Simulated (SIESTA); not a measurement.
## Sb under changes of volume

One of the cells (26.737 Å³/atom); the others are scaled copies at fixed shape and fractional positions:

```
Sb
1.0
    -1.88373    1.88373    1.88373
     1.88373   -1.88373    1.88373
     1.88373    1.88373   -1.88373
Sb
1
Direct
  0.00000 0.00000 0.00000
```

This isn't the form of Sb at room conditions, which is rhombohedral.

* Program: SIESTA 5.4.2
* Functional: PBE
* Potentials or basis: PseudoDojo 0.4 standard (PBE files)
* Basis: DZP (energy shift 0.002 Ry)
* Grid cutoff: 500 Ry
* Energy shift: 0.002 Ry
* k mesh: 10 × 10 × 10
* Occupations: fermi-dirac, width 0.05 eV
* Spin: no spin polarisation

```csv
volume (Å³/atom),energy over the lowest point (meV/atom),pressure (GPa)
24.640,117.35,11.4
25.165,83.32,9.4
25.689,?,?
26.737,17.16,4.3
27.262,7.33,2.9
27.786,0.00,1.6
```

Problem. What does the run at 25.689 Å³/atom give?

Solution. Energy over the lowest point 55.67 meV/atom; pressure 7.5 GPa.

Worked out: A Birch-Murnaghan fit of order 3 (a polynomial in V^(-2/3)) to the other rows has its minimum at 28.32 Å³/atom, just outside them, with B0 = V·E''(V) = 65 GPa and B' = 3.6. It gives 55.47 meV/atom at 25.689 Å³/atom, against the run's 55.67, and -dE/dV = 7.5 GPa, against 7.5.

Energies are extrapolated to zero smearing.

Caveats: semicore shells carry a single zeta, which can move pressures by several GPa and volumes by a few percent; the basis of atomic orbitals isn't converged, which shifts pressures, moduli and gaps.
